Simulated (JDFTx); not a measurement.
Set up this calculation in JDFTx 1.7.0 (patched build), as the native input.

```yaml
Task: band structure
Functional: LDA
Potentials_or_basis: PseudoDojo-SR-LDA-0.4.1-standard with smoothed tails
Cutoff: 980 eV
Density_cutoff: 7837 eV
k_mesh: 7 × 7 × 7
Occupations: fermi-dirac, width 0.05 eV
Spin: no spin polarisation
Band_ratio_of_the_Davidson_solver: 1.3
Local_potential_set_to_-Z/r_beyond: 6 bohr
Bands: 14
Density_cutoff_over_wavefunction_cutoff: 8
Max_SCF_steps: 30
SCF_threshold_on_the_energy: 1e-06 Ha
Solver_of_the_electrons: minimize
Further_solve_for_the_empty_bands: no
Start: density of an earlier self-consistent run, held fixed
Path: G-X-M-G-R-X-M-R
```

The system is KCl.

```
K Cl
1.0
     3.83920    0.00000    0.00000
     0.00000    3.83920    0.00000
     0.00000    0.00000    3.83920
K Cl
1 1
Direct
  0.00000 0.00000 0.00000
  0.50000 0.50000 0.50000
```

Measurements of this composition are mostly on another form, of space group No. 225.

One way to write it, as run:

bands.in

```
lattice \
    7.2550289788     0.0000000000     0.0000000000 \
    0.0000000000     7.2550289788     0.0000000000 \
    0.0000000000     0.0000000000     7.2550289788
coords-type Cartesian
ion K      0.0000000000     0.0000000000     0.0000000000 1
ion Cl     3.6275144894     3.6275144894     3.6275144894 1

ion-species pseudo/K.upf
ion-species pseudo/Cl.upf
elec-cutoff 36 288
elec-ex-corr lda-PW
elec-smearing Fermi 0.0018374661
elec-n-bands 14
electronic-minimize nIterations 30 energyDiffThreshold 1e-06
davidson-band-ratio 1.3
forces-output-coords Cartesian
include path.kpoints
symmetries none
fix-electron-density run.$VAR

dump-name bands.$VAR
dump End Ecomponents EigStats BandEigs Kpoints Forces
```

path.kpoints

```
kpoint +0.0000000000 +0.0000000000 +0.0000000000 0.020000000000
kpoint +0.0000000000 +0.0833333333 +0.0000000000 0.020000000000
kpoint +0.0000000000 +0.1666666667 +0.0000000000 0.020000000000
kpoint +0.0000000000 +0.2500000000 +0.0000000000 0.020000000000
kpoint +0.0000000000 +0.3333333333 +0.0000000000 0.020000000000
kpoint +0.0000000000 +0.4166666667 +0.0000000000 0.020000000000
kpoint +0.0000000000 +0.5000000000 +0.0000000000 0.020000000000
kpoint +0.0833333333 +0.5000000000 +0.0000000000 0.020000000000
kpoint +0.1666666667 +0.5000000000 +0.0000000000 0.020000000000
kpoint +0.2500000000 +0.5000000000 +0.0000000000 0.020000000000
kpoint +0.3333333333 +0.5000000000 +0.0000000000 0.020000000000
kpoint +0.4166666667 +0.5000000000 +0.0000000000 0.020000000000
kpoint +0.5000000000 +0.5000000000 +0.0000000000 0.020000000000
kpoint +0.4444444444 +0.4444444444 +0.0000000000 0.020000000000
kpoint +0.3888888889 +0.3888888889 +0.0000000000 0.020000000000
kpoint +0.3333333333 +0.3333333333 +0.0000000000 0.020000000000
kpoint +0.2777777778 +0.2777777778 +0.0000000000 0.020000000000
kpoint +0.2222222222 +0.2222222222 +0.0000000000 0.020000000000
kpoint +0.1666666667 +0.1666666667 +0.0000000000 0.020000000000
kpoint +0.1111111111 +0.1111111111 +0.0000000000 0.020000000000
kpoint +0.0555555556 +0.0555555556 +0.0000000000 0.020000000000
kpoint +0.0000000000 +0.0000000000 +0.0000000000 0.020000000000
kpoint +0.0454545455 +0.0454545455 +0.0454545455 0.020000000000
kpoint +0.0909090909 +0.0909090909 +0.0909090909 0.020000000000
kpoint +0.1363636364 +0.1363636364 +0.1363636364 0.020000000000
kpoint +0.1818181818 +0.1818181818 +0.1818181818 0.020000000000
kpoint +0.2272727273 +0.2272727273 +0.2272727273 0.020000000000
kpoint +0.2727272727 +0.2727272727 +0.2727272727 0.020000000000
kpoint +0.3181818182 +0.3181818182 +0.3181818182 0.020000000000
kpoint +0.3636363636 +0.3636363636 +0.3636363636 0.020000000000
kpoint +0.4090909091 +0.4090909091 +0.4090909091 0.020000000000
kpoint +0.4545454545 +0.4545454545 +0.4545454545 0.020000000000
kpoint +0.5000000000 +0.5000000000 +0.5000000000 0.020000000000
kpoint +0.4500000000 +0.5000000000 +0.4500000000 0.020000000000
kpoint +0.4000000000 +0.5000000000 +0.4000000000 0.020000000000
kpoint +0.3500000000 +0.5000000000 +0.3500000000 0.020000000000
kpoint +0.3000000000 +0.5000000000 +0.3000000000 0.020000000000
kpoint +0.2500000000 +0.5000000000 +0.2500000000 0.020000000000
kpoint +0.2000000000 +0.5000000000 +0.2000000000 0.020000000000
kpoint +0.1500000000 +0.5000000000 +0.1500000000 0.020000000000
kpoint +0.1000000000 +0.5000000000 +0.1000000000 0.020000000000
kpoint +0.0500000000 +0.5000000000 +0.0500000000 0.020000000000
kpoint +0.0000000000 +0.5000000000 +0.0000000000 0.020000000000
kpoint +0.5000000000 +0.5000000000 +0.0000000000 0.020000000000
kpoint +0.5000000000 +0.5000000000 +0.0833333333 0.020000000000
kpoint +0.5000000000 +0.5000000000 +0.1666666667 0.020000000000
kpoint +0.5000000000 +0.5000000000 +0.2500000000 0.020000000000
kpoint +0.5000000000 +0.5000000000 +0.3333333333 0.020000000000
kpoint +0.5000000000 +0.5000000000 +0.4166666667 0.020000000000
kpoint +0.5000000000 +0.5000000000 +0.5000000000 0.020000000000
```

Potentials or basis: PseudoDojo-SR-LDA-0.4.1-standard with smoothed tails.

Run with:

```console
$ jdftx -c 1 -i bands.in -o bands.out
```

Results of the run:

| Property | Result |
| --- | --- |
| Band gap along the path | 4.36 eV, indirect (least direct gap 4.58 eV) |

Wall time 20 s on 1 thread of AMD EPYC 9R45 96-Core Processor (Zen 5), with other jobs on the host, peak memory 0.1 GiB.
